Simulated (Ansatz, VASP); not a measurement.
**BaZrO3 in VASP and in Ansatz**

INCAR

```
PREC = Accurate
ENCUT = 520
EDIFF = 1E-7
ISMEAR = 0
SIGMA = 0.01
LREAL = False
LASPH = True
NELM = 100
ALGO = Normal
ISIF = 2
LWAVE = False
LCHARG = True
LELF = True
LVHAR = True
NBANDS = 28
```

The input KPOINTS:

```
regular mesh
0
Gamma
  4 4 4
```

File POSCAR:

```
BaZrO3
1.0
    4.1322606106      0.0000000000      0.0000000000
    0.0000000000      4.1322606106      0.0000000000
    0.0000000000      0.0000000000      4.1322606106
Ba Zr O
1 1 3
Direct
    0.0000000000      0.0000000000      0.0000000000
    0.5000000000      0.5000000000      0.5000000000
    0.0000000000      0.5000000000      0.5000000000
    0.5000000000      0.0000000000      0.5000000000
    0.5000000000      0.5000000000      0.0000000000
```

Input for Ansatz:

```yaml
crystal:
  lattice:
    - [4.13226061057, 0.0, 0.0]
    - [0.0, 4.13226061057, 0.0]
    - [0.0, 0.0, 4.13226061057]
  atoms:
    - { symbol: Ba, position: [0.0, 0.0, 0.0] }
    - { symbol: Zr, position: [0.5, 0.5, 0.5] }
    - { symbol: O, position: [0.0, 0.5, 0.5] }
    - { symbol: O, position: [0.5, 0.0, 0.5] }
    - { symbol: O, position: [0.5, 0.5, 0.0] }
kpoints:
  mp_grid: { grid: [4, 4, 4] }
scf:
  occupations: { method: fixed }
  convergence: { dr2_threshold: 1.0e-10 }
hamiltonian:
  xc: lda
  pseudopotentials: { kind: all_electron, lapw: { basis_error: 0.0005 } }
output:
  forces: true
  stress: true
  eigenstates:
    kpoints:
      - [0.0, 0.0, 0.0]
      - [0.5, 0.5, 0.5]
      - [-0.5, -0.5, 0.0]
      - [-0.5, 0.0, -0.5]
      - [0.0, -0.5, -0.5]
      - [0.0, -0.5, 0.0]
      - [0.0, 0.0, -0.5]
      - [-0.5, 0.0, 0.0]
  eigenvalues: true
```

Alike in both runs: task single point; functional LDA; k mesh 4 × 4 × 4; no spin polarisation.

|  | VASP | Ansatz |
| --- | --- | --- |
| version | VASP 6.6.1 | Ansatz 0.2.0 |
| potentials or method | VASP PAW LDA potentials, release 64 (Ba_sv, Zr_sv, O) | all-electron LAPW, scalar-relativistic |
| plane-wave cutoff (eV) | 520 | see its input |
| occupations | gaussian, width 0.01 eV | fixed |

```tsv
	VASP	Ansatz	Ansatz less VASP
gap on the k mesh at the Fermi level (eV)	3.15	3.21	+0.065
pressure (GPa)	3.6	2.0	-1.55
```

Ansatz ran all-electron here, so the differences hold the error of VASP's frozen core and of both bases.

Caveats: spin-orbit coupling is left out, which moves the levels of the heavy elements. A k mesh can miss the band edges. LDA gaps usually lie below the measured ones, often by a third to a half.
